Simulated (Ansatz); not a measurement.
# Si (I4_1/amd) in Ansatz: a series of runs

One crystal, Si, is run at these levels: PBE, LDA; tasks: single point, relaxation of cell and atoms.

All numbers are computed with Ansatz 0.2.0; they aren't measurements. Logs are shortened: lines on timing, memory, paths and dates and some standing lists are left out, and cuts for length are marked.

**1. The crystal as given**

It takes space group I4_1/amd (No. 141, tetragonal). The conventional cell has a = 4.743 Å, b = 4.743 Å, c = 2.659 Å, α = 90.00°, β = 90.00°, γ = 90.00°. Around Si (site symmetry -4m2) lie 6 Si at 2.46 to 2.66 Å.

This isn't the form of Si at room conditions, which is diamond.

**2. Single point, PBE**

File input.yaml:

```yaml
crystal:
  lattice:
    - [-2.3713723045, 2.3713723045, 1.3292653899]
    - [2.3713723045, -2.3713723045, 1.3292653899]
    - [2.3713723045, 2.3713723045, -1.3292653899]
  atoms:
    - { symbol: Si, position: [0.5, 0.5, 0.0] }
    - { symbol: Si, position: [0.25, 0.75, 0.5] }
hamiltonian:
  xc: pbe
  pseudopotentials: { kind: paw }
kpoints:
  mp_grid: { grid: [11, 11, 11] }
scf:
  occupations: { method: gaussian, width: 0.03 }
output:
  forces: true
  stress: true
  eigenvalues: true
```

Potentials or basis: Ansatz PAW.

Launch:

```console
$ ansatz run input.yaml --threads 2 --pin off --max-ram 5632MiB --backend cpu --events-out ev --progress --plain --runs-dir out
```

The program printed:

```text
Warning: RAYON_NUM_THREADS=2 ignored (pool sized by the plan → 2); use --threads N
Engine: ansatz 0.2.0, x86_64-unknown-linux-gnu
Pseudopotentials: kind: paw
Pseudopotential: Si, paw, valence charge 4, recommended cutoff 420 eV (normal), Si.paw.azcp
Functional definition: PBE
  parameter kappa = 0.804
  parameter beta = 0.06672455060314922
  exchange = pbe_x(kappa = kappa, mu = beta*pi^2/3)
  correlation = pbe_c(beta = beta)
Crystal: 2 atoms, lattice volume = 29.900 Å³
Basis set: ecut = 420 eV, 581 PW (Γ), exchange–correlation on 50×50×50 points (8 copies of the dense FFT grid, shifted against one another)
Bands: 8, of which v1, the nominal top of the filled ones, is band 4 counted from 1 (3 counted from 0)
Symmetry: 16 space group operations
Space group: I41/amd (ITA 141), of the structure as read, at distance tolerance 3.1e-5 Å
k-points: 126 of 1331
Non-local potential: Si, projectors of the file, l = 0: 2, l = 1: 2, l = 2: 2
PAW form: soft (Blöchl's): semilocal exchange-correlation on the pseudo side does not see the compensation charge
PAW one-centre angular grid: Si, 110 points (default); XC on 64 Gauss nodes
Initial density: superposition of atomic densities (neutral atoms: chi_scale 0, normalization atom), corrected by the library's trained network
Initial wavefunctions: pseudopotential atomic-orbital guess
Functional: x = pbe(κ = 0.804, μ = 0.2195149727645171), c = pbe(β = 0.06672455060314922)
SCF iter   1: F=—  HF=-1271.020941 eV  |F-HF|=—  |Δ(HF+E_count)|=         —  Δρ=1.54e-3  dr2=2.44e-4  ethr=1.77e-3  ⟨swp⟩=5.3  Hψ=8292  notcnv=0
preconditioner: auto → none  [metal: Δε(μ)=0.026 eV  Ē_g=10.225 eV  σ=0.030 eV  W_gap=0.40  n_scr=4 (ndim 8)  ℏωp=19.2 eV  f_vac=0.000  D(μ)=1.18/eV (n_scr^D=8)  sad-step TF]
SCF iter   2: F=—  HF=-1271.021119 eV  |F-HF|=—  |Δ(HF+E_count)|=   1.77e-4  Δρ=8.99e-4  dr2=8.16e-5  ethr=3.05e-6  ⟨swp⟩=2.2  Hψ=2351  notcnv=0  defer=2
SCF iter   3: F=—  HF=-1271.021218 eV  |F-HF|=—  |Δ(HF+E_count)|=   9.95e-5  Δρ=7.55e-5  dr2=1.40e-6  ethr=1.02e-6  ⟨swp⟩=2.0  Hψ=1484  notcnv=0  defer=2
SCF iter   4: F=—  HF=-1271.021218 eV  |F-HF|=—  |Δ(HF+E_count)|=   1.80e-7  Δρ=2.46e-5  dr2=1.34e-7  ethr=1.76e-8  ⟨swp⟩=1.0  Hψ=979  notcnv=0  defer=2
iter 5 did not close the SCF: its close was put off for the readings that it lacked (scf_convergence_deferred on its scf_iter line)
SCF iter   5: F=-1271.021218 eV  HF=-1271.021218 eV  |F-HF|=4.72e-10  |Δ(HF+E_count)|=   1.77e-8  Δρ=2.05e-6  dr2=1.15e-9  ethr=1.68e-9  ⟨swp⟩=2.0  Hψ=1481  notcnv=0  defer=2
SCF iter   6: F=-1271.021218 eV  HF=-1271.021218 eV  |F-HF|=1.41e-11  |Δ(HF+E_count)|=  2.43e-10  Δρ=3.42e-7  dr2=3.02e-11  ethr=1.44e-11  ⟨swp⟩=1.5  Hψ=3399  notcnv=0
SCF 1 converged in 6 iterations: F = -1271.021218 eV  dr2 = 3.02e-11
SCF converged after 6 iterations
Free energy (F): -1271.021218 eV
Harris-Foulkes:  -1271.021218 eV  (|F-HF|=1.41e-11)
Internal energy: -1271.020685 eV  (E = F + TS)
E sigma→0 (E₀):  -1271.020952 eV
Entropy (-TS):   -0.000533 eV (-0.266 meV/atom)
Fermi energy:    9.951038 eV
--- Per-component energies (eV) ---
  E_band       = 35.462386
  E_kinetic    = 82.712038
  E_local      = -3.122215  (includes V_loc(G=0)·N_el)
  E_nonlocal   = 51.201828
  E_hartree    = 2.316803
  E_xc         = -111.911083
  E_vxc        = -95.573443  (∫ρ·V_xc dr)
  E_paw        = -1024.945337  (= ΣΔE_a)
  E_vpaw       = -4.389447  (= ΣTr[D̂ρ^β])
  E_aug_tail   = 0.000013  (compensation charges beyond the density's cutoff)
  E_ewald      = -267.272733
  E_smearing   = -0.000533  (= −TS)
  E_closure    = 0.000000  (closes the sum)
  Σ components = -1271.021218   (vs F -1271.021218, Δ=0.00e0)
--- Forces (eV/Å), atoms counted from 1 ---
  atom   1  Si     0.00000000     0.00000000     0.00000000
  atom   2  Si    -0.00000000    -0.00000000     0.00000000
  max |Σ_I F_I| component: 0.00e0 eV/Å
--- Stress (GPa, compression-positive) ---
        3.731169       0.000000       0.000000
        0.000000       3.731169       0.000000
        0.000000      -0.000000       2.201876
  P = ⅓ Tr σ = 3.2214 GPa (32.214 kbar)
--- Band table (eV; the first three rows and the last of 126) ---
  k-point 0: bands = ["-3.9702", "7.4895", "7.4895", "8.1963", "11.4892", "17.4577", "19.0707", "19.0792"]
  k-point 1: bands = ["-3.8645", "6.0644", "7.5847", "9.1707", "12.2045", "16.4490", "18.4331", "18.9436"]
  k-point 2: bands = ["-3.5478", "4.2982", "7.8700", "9.8927", "14.0259", "14.9233", "17.1686", "18.6558"]
  k-point 125: bands = ["1.0963", "1.7286", "3.1194", "3.7441", "15.4800", "15.4967", "22.4912", "22.9968"]
```

Wall time 0.64 s (2 threads of Intel Xeon 6975P-C (Granite Rapids), shared host); peak memory 0.37 GiB.

What came out:

```
Free energy            : -1271.0212 eV
Pressure               : 3.2 GPa
Band gap on the k mesh : none (metal or under the smearing width)
```

Levels at points of the mesh, in eV from the Fermi level:
```
           k point  band 1  band 2  band 3  band 4  band 5  band 6  band 7  band 8
(0.00, 0.00, 0.00)  -13.92   -2.46   -2.46   -1.75    1.54    7.51    9.12    9.13
```

**3. Single point, PBE**

Edit input.yaml of step 2 so:

```diff
@@ -14,3 +14,3 @@
 scf:
-  occupations: { method: gaussian, width: 0.03 }
+  occupations: { method: gaussian, width: 0.011 }
 output:
@@ -19 +19,5 @@
   eigenvalues: true
+  write_density: true
+  write_potential: true
+  elf: true
+  volumetric_format: npy
```

Potentials or basis: Ansatz PAW.

Launch:

```console
$ ansatz run input.yaml --threads 2 --pin off --max-ram 5632MiB --backend cpu --events-out ev --progress --plain --runs-dir out
```

Wall time 1.2 s (2 threads of AMD EPYC 7R13 (Zen 3), shared host); peak memory 0.37 GiB.

The run converged. Its results:

```yaml
Free_energy: -1271.0209 eV
Pressure: 3.2 GPa
Band_gap_on_the_k_mesh: none (metal or under the smearing width)
```

Stress tensor (GPa, compression positive):
```
3.71 0.00 0.00
0.00 3.71 0.00
0.00 0.00 2.26
```

Levels at points of the mesh, in eV from the Fermi level:
```csv
k point,band 1,band 2,band 3,band 4,band 5,band 6,band 7,band 8
"(0.00, 0.00, 0.00)",-13.92,-2.46,-2.46,-1.76,1.53,7.50,9.12,9.12
```

**4. Relaxation of cell and atoms, PBE**

Edit input.yaml of step 3 so:

```diff
@@ -14,3 +14,3 @@
 scf:
-  occupations: { method: gaussian, width: 0.011 }
+  occupations: { method: fermi_dirac, width: 0.05 }
 output:
@@ -19,5 +19,5 @@
   eigenvalues: true
-  write_density: true
-  write_potential: true
-  elf: true
-  volumetric_format: npy
+relax:
+  f_tol: 0.01
+  max_steps: 40
+  cell: { stress_tol: 0.05 }
```

Launch:

```console
$ ansatz run input.yaml --threads 2 --pin off --max-ram 5632MiB --backend cpu --events-out ev --progress --plain --runs-dir out
```

Run time: 8.6 s. Hardware: 2 threads of AMD EPYC 7R13 (Zen 3), shared host; peak memory 0.36 GiB.

It converged, with:

- Free energy: -1271.0393 eV
- Relaxed volume: 15.33 Å³/atom
- Relaxed cell: a = 3.667 Å, b = 3.667 Å, c = 3.667 Å, α = 97.27°, β = 97.27°, γ = 138.32°
- Space group after relaxing (to 0.05 Å): I4_1/amd (No. 141)
- Energy gained by relaxing: 7.4 meV/atom
- Ionic steps: 10
- Pressure after relaxing: 0.0 GPa
- Band gap on the k mesh: none (metal or under the smearing width)

Step by step:
| step | energy change (eV) | largest force (eV/Å) | volume (Å³) |
| --- | --- | --- | --- |
| 1 | 0.0000 | 0.0000 | 29.90 |
| 2 | -0.0081 | 0.0000 | 30.55 |
| 3 | -0.0090 | 0.0000 | 30.73 |
| 4 | -0.0104 | 0.0000 | 30.84 |
| 5 | -0.0132 | 0.0000 | 30.92 |
| 6 | -0.0145 | 0.0000 | 30.61 |
| 7 | -0.0146 | 0.0000 | 30.64 |
| 8 | -0.0146 | 0.0000 | 30.68 |
| 9 | -0.0146 | 0.0000 | 30.65 |
| 10 | -0.0148 | 0.0000 | 30.65 |

Final structure:
```yaml
crystal:
  lattice:
    - [-2.42343, 2.42343, 1.30480]
    - [2.42343, -2.42343, 1.30480]
    - [2.42343, 2.42343, -1.30480]
  atoms:
    - { symbol: Si, position: [0.50000, 0.50000, 0.00000] }
    - { symbol: Si, position: [0.25000, 0.75000, 0.50000] }
```

Levels at points of the mesh, in eV from the Fermi level:
| k point | band 1 | band 2 | band 3 | band 4 | band 5 | band 6 | band 7 | band 8 |
| --- | --- | --- | --- | --- | --- | --- | --- | --- |
| (0.00, 0.00, 0.00) | -13.70 | -2.62 | -2.62 | -2.43 | 1.51 | 7.63 | 8.60 | 8.60 |

Caveat: the plane-wave basis is chosen anew once the cell has moved, so the energies of steps on either side of that aren't comparable.

**5. Relaxation of cell and atoms, LDA**

Edit input.yaml of step 4 so:

```diff
@@ -9,3 +9,3 @@
 hamiltonian:
-  xc: pbe
+  xc: lda
   pseudopotentials: { kind: paw }
@@ -19,2 +19,6 @@
   eigenvalues: true
+  write_density: true
+  write_potential: true
+  elf: true
+  volumetric_format: npy
 relax:
```

Launch:

```console
$ ansatz run input.yaml --threads 2 --pin off --max-ram 5632MiB --backend cpu --events-out ev --progress --plain --runs-dir out
```

It took 6.9 s on 2 threads of AMD EPYC 7R13 (Zen 3), shared host; peak memory 0.38 GiB.

Results (log left out):

| Item | Value |
| --- | --- |
| Free energy | -1216.8783 eV |
| Relaxed volume | 14.79 Å³/atom |
| Relaxed cell | a = 3.626 Å, b = 3.626 Å, c = 3.626 Å, α = 97.25°, β = 97.25°, γ = 138.39° |
| Space group after relaxing (to 0.05 Å) | I4_1/amd (No. 141) |
| Energy gained by relaxing | 4.3 meV/atom |
| Ionic steps | 7 |
| Pressure after relaxing | 0.0 GPa |
| Band gap on the k mesh | none (metal or under the smearing width) |

The path:
```
step  energy change (eV)  largest force (eV/Å)  volume (Å³)
   1              0.0000                0.0000        29.90
   2             -0.0016                0.0000        29.69
   3             -0.0036                0.0000        29.49
   4             -0.0075                0.0000        29.39
   5             -0.0085                0.0000        29.61
   6             -0.0086                0.0000        29.59
   7             -0.0086                0.0000        29.59
```

Final structure:
```
Si
1.0
    -2.39659    2.39659    1.28778
     2.39659   -2.39659    1.28778
     2.39659    2.39659   -1.28778
Si
2
Direct
  0.50000 0.50000 0.00000
  0.25000 0.75000 0.50000
```

Levels at points of the mesh, in eV from the Fermi level:
```csv
k point,band 1,band 2,band 3,band 4,band 5,band 6,band 7,band 8
"(0.00, 0.00, 0.00)",-13.97,-2.69,-2.69,-2.40,1.40,7.73,8.77,8.77
```

Caveat: the plane-wave basis is chosen anew once the cell has moved, so the energies of steps on either side of that aren't comparable; the PAW data sets come from PBE, with cores solved anew for the run's functional, which leaves a small shift of forces and pressure.

**6. Summary**

| task | level | cell | smearing | gap on the mesh (eV) | pressure (GPa) | relaxed volume (Å³/atom) |
| --- | --- | --- | --- | --- | --- | --- |
| single point | PBE | as given | gaussian 0.03 eV | none | 3.2 | - |
| single point | PBE | as given | gaussian 0.011 eV | none | 3.2 | - |
| relaxation of cell and atoms | PBE | relaxed | fermi-dirac 0.05 eV | none | 0.0 | 15.33 |
| relaxation of cell and atoms | LDA | relaxed | fermi-dirac 0.05 eV | none | 0.0 | 14.79 |

Alike in all rows: potentials or basis Ansatz PAW; no spin polarisation; k mesh 11 × 11 × 11; cutoff (eV) 420.

Caveats: the plane-wave basis is chosen anew once the cell has moved, so the energies of steps on either side of that aren't comparable (some runs); the PAW data sets come from PBE, with cores solved anew for the run's functional, which leaves a small shift of forces and pressure (some runs).

Absolute energies hang on the potentials; compare differences alone.
